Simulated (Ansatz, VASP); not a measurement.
# ZnSe: VASP beside Ansatz

```xyz
2
Lattice="2.7977 2.7977 0.0000 -2.7977 2.7977 0.0000 0.0000 2.7977 2.7668" Properties=species:S:1:pos:R:3 pbc="T T T"
Zn    0.0000    0.0000    0.0000
Se    1.3988    4.1965    1.3834
```

Change from the starting cell: in-plane strain +0.005, out-of-plane length and atoms relaxed by PAW.

Alike in both runs: functional LDA; k mesh 8 × 8 × 8; no spin polarisation.

Ansatz relaxed the structure, and its values are those at the end. VASP's run is a single point on that final structure, the one shown.

|  | VASP | Ansatz |
| --- | --- | --- |
| version | VASP 6.6.1 | Ansatz 0.2.0 |
| potentials or method | VASP PAW LDA potentials, release 64 (Zn, Se) | PAW with Ansatz's default frozen-core files, scalar-relativistic |
| plane-wave cutoff (eV) | 520 | 420 |
| occupations | gaussian, width 0.01 eV | fixed |
| valence electrons in the cell | 18 | 28 |

```csv
,VASP,Ansatz,Ansatz less VASP
pressure (GPa),0.1,-0.3,-0.37
```

The two sets of potentials don't hold the same shells in valence.
